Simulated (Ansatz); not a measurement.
# AlCo: single point with PBE

The system is AlCo.

```
Co Al
1.0
     2.81940    0.00000    0.00000
     0.00000    2.81940    0.00000
     0.00000    0.00000    2.81940
Co Al
1 1
Direct
  0.50000 0.50000 0.50000
  0.00000 0.00000 0.00000
```

The cell is a database's computed one.

- Program: Ansatz 0.2.0
- Task: single point
- Functional: PBE
- Potentials or basis: Ansatz PAW
- Cutoff: 420 eV (not typed: the program's choice for these potentials)
- k mesh: 8 × 8 × 8
- Occupations: fermi-dirac, width 0.05 eV
- Spin: collinear spin, ferromagnetic start
- Starting moments: [1.0, 0.0] μB
- Fixed moment: 1 μB

```yaml
Pressure: 13.5 GPa
Net_moment: 1.00 μB per cell
Absolute_moment: 1.03 μB per cell
Site_moments: Co +0.99; Al -0.00 μB
```

Run time: 1.1 s on 2 threads of Arm Neoverse V1, on a shared host, peak memory 0.26 GiB.

Caveat: the total moment is fixed, so each spin has its own Fermi level; the thresholds are loose for stress.
